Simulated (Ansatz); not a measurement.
# PbO (Litharge) (P4/nmm) in Ansatz: reference runs

Aim: a first look at PbO (Litharge) with PBEsol, on the cell as given and on a disturbed one.

All numbers are computed with Ansatz 0.2.0; they aren't measurements. Logs are shortened: lines on timing, memory, paths and dates and some standing lists are left out, and cuts for length are marked.

## Step 1: The crystal as given

The structure is tetragonal, space group P4/nmm (No. 129). Conventional cell: a = 3.990 Å, b = 3.990 Å, c = 5.010 Å, α = 90.00°, β = 90.00°, γ = 90.00°. Around Pb (site symmetry 4mm) lie 4 O at 2.33 Å. O (site symmetry -4m2) is surrounded by 4 Pb at 2.33 Å.

## Step 2: Single point, PBEsol

File input.yaml:

```yaml
crystal:
  lattice:
    - [3.99, 0.0, 0.0]
    - [0.0, 3.99, 0.0]
    - [0.0, 0.0, 5.01]
  atoms:
    - { symbol: Pb, position: [0.5, 0.0, 0.76] }
    - { symbol: Pb, position: [0.0, 0.5, 0.24] }
    - { symbol: O, position: [0.5, 0.5, 0.0] }
    - { symbol: O, position: [0.0, 0.0, 0.0] }
hamiltonian:
  xc: pbesol
  pseudopotentials: { kind: paw }
kpoints:
  mp_grid: { grid: [7, 7, 6] }
scf:
  occupations: { method: fermi_dirac, width: 0.05 }
output:
  forces: true
  stress: true
  eigenvalues: true
```

Potentials or basis: Ansatz PAW.

Run with:

```bash
$ ansatz run input.yaml --threads 2 --pin off --max-ram 5632MiB --backend cpu --events-out ev --progress --plain --runs-dir out
```

Output:

```text
Warning: RAYON_NUM_THREADS=2 ignored (pool sized by the plan → 2); use --threads N
Engine: ansatz 0.2.0, aarch64-unknown-linux-gnu
Pseudopotentials: kind: paw
Pseudopotential: Pb, paw, valence charge 14, recommended cutoff 420 eV (normal), Pb.paw.azcp
Pseudopotential: O, paw, valence charge 6, recommended cutoff 420 eV (normal), O.paw.azcp
Functional definition: PBEsol
  exchange = pbesol_x
  correlation = pbesol_c
Crystal: 4 atoms, lattice volume = 79.760 Å³
Basis set: ecut = 420 eV, 1569 PW (Γ), exchange–correlation on 54×54×72 points (8 copies of the dense FFT grid, shifted against one another)
Bands: 24, of which v1, the nominal top of the filled ones, is band 20 counted from 1 (19 counted from 0)
Symmetry: 16 space group operations
Space group: P4/nmm (ITA 129), of the structure as read, at distance tolerance 4.3e-5 Å
k-points: 40 of 294
Non-local potential: Pb, projectors of the file, l = 0: 2, l = 1: 2, l = 2: 2, l = 3: 2
Non-local potential: O, projectors of the file, l = 0: 2, l = 1: 2, l = 2: 1
PAW form: soft (Blöchl's): semilocal exchange-correlation on the pseudo side does not see the compensation charge
PAW frozen core: Pb, regenerated for the run's functional, and the local potential with it (the file was generated under x = pbe(κ = 0.804, μ = 0.2195149727645171), c = pbe(β = 0.06672455060314922))
PAW frozen core: O, regenerated for the run's functional, and the local potential with it (the file was generated under x = pbe(κ = 0.804, μ = 0.2195149727645171), c = pbe(β = 0.06672455060314922))
PAW one-centre angular grid: Pb, 590 points (default); XC on 64 Gauss nodes
PAW one-centre angular grid: O, 110 points (default); XC on 64 Gauss nodes
Initial density: superposition of atomic densities (neutral atoms: chi_scale 0, normalization atom), corrected by the library's trained network
Initial wavefunctions: pseudopotential atomic-orbital guess
Functional: x = pbesol(κ = 0.804, μ = 0.12345679012345678), c = pbesol(β = 0.046)
SCF iter   1: F=—  HF=-24630.928095 eV  |F-HF|=—  |Δ(HF+E_count)|=         —  Δρ=1.33e-2  dr2=1.39e-1  ethr=1.77e-3  ⟨swp⟩=6.1  Hψ=4377  notcnv=0
preconditioner: auto → Resta (q_TF=auto, 2.432 Å⁻¹)  ε∞=4.0  [insulator: Δε(μ)=1.232 eV  Ē_g=15.140 eV  σ=0.050 eV  W_gap=1.00  n_scr=18 (ndim 8)  ℏωp=26.3 eV  f_vac=0.035  D(μ)=0.00/eV (n_scr^D=0)  ε∞_Penn≈4.0]
SCF iter   2: F=—  HF=-24630.906966 eV  |F-HF|=—  |Δ(HF+E_count)|=   2.11e-2  Δρ=5.96e-3  dr2=2.49e-2  ethr=3.48e-4  ⟨swp⟩=2.5  Hψ=1706  notcnv=0
SCF iter   3: F=—  HF=-24630.901923 eV  |F-HF|=—  |Δ(HF+E_count)|=   5.04e-3  Δρ=9.25e-4  dr2=5.27e-4  ethr=6.22e-5  ⟨swp⟩=2.0  Hψ=1350  notcnv=0
SCF iter   4: F=—  HF=-24630.901917 eV  |F-HF|=—  |Δ(HF+E_count)|=   5.54e-6  Δρ=2.40e-4  dr2=5.30e-5  ethr=1.32e-6  ⟨swp⟩=2.0  Hψ=1667  notcnv=0
SCF iter   5: F=—  HF=-24630.901905 eV  |F-HF|=—  |Δ(HF+E_count)|=   1.17e-5  Δρ=5.37e-5  dr2=3.30e-6  ethr=1.32e-7  ⟨swp⟩=2.0  Hψ=1247  notcnv=0
SCF iter   6: F=—  HF=-24630.901906 eV  |F-HF|=—  |Δ(HF+E_count)|=   1.01e-6  Δρ=2.22e-5  dr2=6.24e-7  ethr=8.25e-9  ⟨swp⟩=2.4  Hψ=1378  notcnv=0
SCF iter   7: F=-24630.901906 eV  HF=-24630.901906 eV  |F-HF|=2.36e-9  |Δ(HF+E_count)|=   1.57e-7  Δρ=3.40e-6  dr2=9.34e-9  ethr=2.50e-10  ⟨swp⟩=5.0  Hψ=4955  notcnv=0
SCF 1 converged in 7 iterations: F = -24630.901906 eV  dr2 = 9.34e-9
SCF converged after 7 iterations
Free energy (F): -24630.901906 eV
Harris-Foulkes:  -24630.901906 eV  (|F-HF|=2.36e-9)
Internal energy: -24630.901906 eV  (E = F + TS)
E sigma→0 (E₀):  -24630.901906 eV
Entropy (-TS):   -0.000000 eV (-0.000 meV/atom)
Fermi energy:    8.980208 eV
--- Per-component energies (eV) ---
  E_band       = -110.341723
  E_kinetic    = 925.763879
  E_local      = -3094.925127  (includes V_loc(G=0)·N_el)
  E_nonlocal   = 802.829825
  E_hartree    = 1225.581447
  E_xc         = -582.575554
  E_vxc        = -451.039448  (∫ρ·V_xc dr)
  E_paw        = -20817.406021  (= ΣΔE_a)
  E_vpaw       = -744.140698  (= ΣTr[D̂ρ^β])
  E_aug_tail   = 0.004804  (compensation charges beyond the density's cutoff)
  E_ewald      = -3090.369968
  E_core_change = 0.194809  (= ΣΔE_core)
  E_smearing   = -0.000000  (= −TS)
  E_closure    = -0.000000  (closes the sum)
  Σ components = -24630.901906   (vs F -24630.901906, Δ=0.00e0)
--- Forces (eV/Å), atoms counted from 1 ---
  atom   1  Pb     0.00000000     0.00000000     0.32852347
  atom   2  Pb     0.00000000     0.00000000    -0.32852347
  atom   3  O      0.00000000     0.00000000    -0.00000000
  atom   4  O      0.00000000     0.00000000     0.00000000
  max |Σ_I F_I| component: 0.00e0 eV/Å
--- Stress (GPa, compression-positive) ---
       -0.781324       0.000000       0.000000
        0.000000      -0.781324       0.000000
        0.000000       0.000000      -1.149035
  P = ⅓ Tr σ = -0.9039 GPa (-9.039 kbar)
--- Band table (eV; the first three rows and the last of 40) ---
  k-point 0: bands = ["-9.9028", "-9.3812", "-7.6468", "-7.6468", "-7.5832", "-7.5741", "-7.4952", "-7.4204", "-7.4204", "-7.4185", "-7.3960", "-6.0603", "1.1402", "1.5502", "4.0961", "4.0961", "6.6425", "6.7208", "6.7208", "8.2885", "10.6530", "13.8150", "13.8151", "13.8151"]
  k-point 1: bands = ["-9.8961", "-9.3767", "-7.6356", "-7.6356", "-7.5832", "-7.5718", "-7.4892", "-7.4340", "-7.4340", "-7.4228", "-7.4020", "-6.0565", "0.4311", "2.4313", "4.1369", "4.1369", "6.6314", "6.7147", "6.7147", "8.1442", "10.4456", "13.1471", "13.1471", "13.6022"]
  k-point 2: bands = ["-9.8828", "-9.3677", "-7.6069", "-7.6069", "-7.6014", "-7.5456", "-7.4738", "-7.4674", "-7.4674", "-7.4346", "-7.4176", "-6.0489", "-0.1518", "3.4418", "4.2217", "4.2217", "6.6103", "6.7001", "6.7001", "7.6919", "10.2509", "12.4462", "12.4462", "12.8512"]
  k-point 39: bands = ["-9.5608", "-9.5370", "-7.5436", "-7.5179", "-7.4950", "-7.4709", "-7.4675", "-7.4636", "-7.4425", "-7.4419", "-6.6042", "-6.5166", "0.2035", "0.3557", "4.1617", "4.5254", "6.0974", "6.3249", "7.1205", "7.3129", "11.6935", "11.8071", "12.3650", "13.2108"]
```

It took 2.2 s on 2 threads of Arm Neoverse V2, shared host; peak memory 0.36 GiB.

Results:

| Quantity | Value |
| --- | --- |
| Free energy | -24630.9019 eV |
| Pressure | -0.9 GPa |
| Largest force | 0.329 eV/Å |
| Band gap on the k mesh | 1.36 eV, indirect (least direct gap 2.30 eV) |

Forces in eV/Å, atoms in the order of the input:
```
Pb   0.000  0.000  0.329
Pb   0.000  0.000 -0.329
O    0.000  0.000  0.000
O    0.000  0.000  0.000
```

Levels at points of the mesh, in eV from the valence-band top:
| k point | band 17 | band 18 | band 19 | band 20 | band 21 | band 22 | band 23 | band 24 |
| --- | --- | --- | --- | --- | --- | --- | --- | --- |
| (0.00, 0.00, 0.00) | -1.65 | -1.57 | -1.57 | 0.00 | 2.36 | 5.53 | 5.53 | 5.53 |
| (0.00, 0.00, -0.50) | -1.69 | -1.60 | -1.60 | -0.93 | 1.96 | 3.90 | 3.90 | 4.18 |

Caveat: odd divisions of the mesh miss points on the zone boundary, where band edges often lie, so the gap on the mesh can be too wide; the pressure holds a Pulay correction of +0.3 GPa for the finite cutoff; spin-orbit coupling is left out, which as a rule narrows the gap of such compounds by several tenths of an eV; the PAW data sets come from PBE, with cores solved anew for the run's functional, which leaves a small shift of forces and pressure.

## Step 3: Single point, PBEsol (atoms moved at random, drawn with an rms of 0.05 Å)

File input.yaml:

```yaml
crystal:
  lattice:
    - [3.99, 0.0, 0.0]
    - [0.0, 3.99, 0.0]
    - [0.0, 0.0, 5.01]
  atoms:
    - { symbol: Pb, position: [0.50251, 0.000286, 0.764071] }
    - { symbol: Pb, position: [-0.010529, 0.507817, 0.247432] }
    - { symbol: O, position: [0.494756, 0.506561, -0.00222] }
    - { symbol: O, position: [-0.006269, 0.01242, 0.008244] }
hamiltonian:
  xc: pbesol
  pseudopotentials: { kind: paw }
kpoints:
  mp_grid: { grid: [7, 7, 6] }
scf:
  occupations: { method: fermi_dirac, width: 0.05 }
output:
  forces: true
  stress: true
  eigenvalues: true
  write_density: true
  write_potential: true
  elf: true
  volumetric_format: npy
```

Potentials or basis: Ansatz PAW.

Run with:

```bash
$ ansatz run input.yaml --threads 2 --pin off --max-ram 5632MiB --backend cpu --events-out ev --progress --plain --runs-dir out
```

Output:

```text
Warning: RAYON_NUM_THREADS=2 ignored (pool sized by the plan → 2); use --threads N
Engine: ansatz 0.2.0, aarch64-unknown-linux-gnu
Pseudopotentials: kind: paw
Pseudopotential: Pb, paw, valence charge 14, recommended cutoff 420 eV (normal), Pb.paw.azcp
Pseudopotential: O, paw, valence charge 6, recommended cutoff 420 eV (normal), O.paw.azcp
Functional definition: PBEsol
  exchange = pbesol_x
  correlation = pbesol_c
Crystal: 4 atoms, lattice volume = 79.760 Å³
Basis set: ecut = 420 eV, 1569 PW (Γ), exchange–correlation on 54×54×72 points (8 copies of the dense FFT grid, shifted against one another)
Bands: 24, of which v1, the nominal top of the filled ones, is band 20 counted from 1 (19 counted from 0)
Symmetry: 1 space group operations
Space group: P1 (ITA 1), of the structure as read, at distance tolerance 4.3e-5 Å
[... 47 lines left out ...]
  atom   2  Pb     0.10655489     0.01404334    -0.55291699
  atom   3  O     -0.03760634    -0.00159988     0.27267985
  atom   4  O      0.08451371    -0.15354764    -0.05488631
  max |Σ_I F_I| component: 7.47e-6 eV/Å
--- Stress (GPa, compression-positive) ---
       -1.704966      -0.011084       0.521789
       -0.011084      -0.367455      -0.207732
        0.521789      -0.207732      -1.666455
  P = ⅓ Tr σ = -1.2463 GPa (-12.463 kbar)
--- Band table (eV; the first three rows and the last of 148) ---
  k-point 0: bands = ["-9.8720", "-9.3572", "-7.6576", "-7.6539", "-7.5949", "-7.5845", "-7.5125", "-7.4311", "-7.4291", "-7.4270", "-7.4012", "-6.0773", "1.1398", "1.5037", "4.1056", "4.1561", "6.6351", "6.7110", "6.8043", "8.2841", "10.6655", "13.7174", "13.7494", "13.9152"]
  k-point 1: bands = ["-9.8652", "-9.3526", "-7.6464", "-7.6428", "-7.5946", "-7.5829", "-7.5074", "-7.4440", "-7.4427", "-7.4310", "-7.4069", "-6.0734", "0.4097", "2.4062", "4.1474", "4.1980", "6.6237", "6.7027", "6.8000", "8.1362", "10.4625", "13.0543", "13.1518", "13.6334"]
  k-point 2: bands = ["-9.8515", "-9.3432", "-7.6180", "-7.6151", "-7.6122", "-7.5576", "-7.4962", "-7.4764", "-7.4742", "-7.4425", "-7.4201", "-6.0659", "-0.1768", "3.4197", "4.2353", "4.2870", "6.6016", "6.6840", "6.7891", "7.6763", "10.2767", "12.3451", "12.4688", "12.8542"]
  k-point 147: bands = ["-9.5994", "-9.5035", "-7.5972", "-7.5746", "-7.5482", "-7.5349", "-7.4858", "-7.4655", "-7.4317", "-7.4214", "-6.9074", "-6.5715", "0.7549", "1.1917", "4.3981", "4.9865", "5.6558", "6.0142", "6.7112", "7.1545", "11.1789", "11.4439", "13.4483", "14.2026"]
```

rho_z.tsv:

```text
# z_ang	rho[e/angstrom^3]
# format = ansatz-planar-average/11
# lattice	3.990000000	0.000000000	0.000000000
# lattice	0.000000000	3.990000000	0.000000000
# lattice	0.000000000	0.000000000	5.010000000
# sites	4
# site	82	2.005014900	0.001141140	3.827995710
# site	82	-0.042010710	2.026189830	1.239634320
# site	8	1.974076440	2.021178390	-0.011122200
# site	8	-0.025013310	0.049555800	0.041302440
0.000000	9.333102e-1
0.139167	8.932596e-1
0.278333	7.718959e-1
0.417500	6.251364e-1
0.556667	5.255394e-1
0.695833	5.093125e-1
0.835000	5.603464e-1
0.974167	6.415702e-1
1.113333	7.104948e-1
1.252500	7.274639e-1
1.391667	6.761662e-1
1.530833	5.714793e-1
1.670000	4.451334e-1
1.809167	3.256648e-1
1.948333	2.303013e-1
2.087500	1.645040e-1
2.226667	1.241136e-1
2.365833	1.019460e-1
2.505000	9.335916e-2
2.644167	9.689789e-2
2.783333	1.130874e-1
2.922500	1.451137e-1
3.061667	1.994951e-1
3.200833	2.826533e-1
3.340000	3.937035e-1
3.479167	5.203999e-1
3.618333	6.386528e-1
3.757500	7.162156e-1
3.896667	7.287793e-1
4.035833	6.795899e-1
4.175000	6.018284e-1
4.314167	5.395371e-1
4.453333	5.336841e-1
4.592500	6.101862e-1
4.731667	7.472243e-1
4.870833	8.761849e-1
```

v_z.tsv:

```text
# z_ang	v_es[eV]	v_tot[eV]
# format = ansatz-planar-average/11
# xc	pbesol
# density_cutoff_ev	1680
# datasets	Pb=:simpson_from_first_knot:soft:shift=-1150160	O=:simpson_from_first_knot:soft:shift=-234619
# lattice	3.990000000	0.000000000	0.000000000
# lattice	0.000000000	3.990000000	0.000000000
# lattice	0.000000000	0.000000000	5.010000000
# sites	4
# site	82	2.005014900	0.001141140	3.827995710
# site	82	-0.042010710	2.026189830	1.239634320
# site	8	1.974076440	2.021178390	-0.011122200
# site	8	-0.025013310	0.049555800	0.041302440
0.000000	2.521704e0	-9.954766e0
0.139167	2.756543e0	-9.652612e0
0.278333	3.228145e0	-8.982236e0
0.417500	3.517164e0	-8.383642e0
0.556667	3.802828e0	-7.737954e0
0.695833	3.980945e0	-7.233355e0
0.835000	3.534266e0	-7.431678e0
0.974167	3.025235e0	-7.748508e0
1.113333	2.743727e0	-7.839766e0
1.252500	2.595864e0	-7.762698e0
1.391667	2.621494e0	-7.454812e0
1.530833	2.880097e0	-6.824328e0
1.670000	3.505988e0	-5.734746e0
1.809167	4.592670e0	-4.137539e0
1.948333	6.131651e0	-2.112245e0
2.087500	7.846780e0	7.667392e-3
2.226667	9.244510e0	1.712662e0
2.365833	9.975984e0	2.643530e0
2.505000	1.018946e1	2.938769e0
2.644167	1.011446e1	2.831982e0
2.783333	9.642436e0	2.211401e0
2.922500	8.514035e0	8.199493e-1
3.061667	6.872440e0	-1.186554e0
3.200833	5.218789e0	-3.299918e0
3.340000	3.937245e0	-5.096050e0
3.479167	3.137157e0	-6.393290e0
3.618333	2.745614e0	-7.207621e0
3.757500	2.639136e0	-7.646634e0
3.896667	2.713258e0	-7.839497e0
4.035833	2.920888e0	-7.858639e0
4.175000	3.300392e0	-7.693033e0
4.314167	3.742184e0	-7.499422e0
4.453333	3.594341e0	-7.957360e0
4.592500	3.250692e0	-8.645434e0
4.731667	3.059427e0	-9.144853e0
4.870833	2.748728e0	-9.659025e0
```

Run time: 17 s. Hardware: 2 threads of Arm Neoverse V2, shared host; peak memory 0.47 GiB.

Results:

- Free energy: -24630.8823 eV
- Pressure: -1.2 GPa
- Largest force: 0.563 eV/Å
- Band gap on the k mesh: 1.31 eV, indirect (least direct gap 2.25 eV)

Forces on the atoms (eV/Å):
```
Pb  -0.153  0.141  0.335
Pb   0.107  0.014 -0.553
O   -0.038 -0.002  0.273
O    0.085 -0.154 -0.055
```

Caveat: odd divisions of the mesh miss points on the zone boundary, where band edges often lie, so the gap on the mesh can be too wide; the pressure holds a Pulay correction of +0.3 GPa for the finite cutoff; spin-orbit coupling is left out, which as a rule narrows the gap of such compounds by several tenths of an eV; the PAW data sets come from PBE, with cores solved anew for the run's functional, which leaves a small shift of forces and pressure.
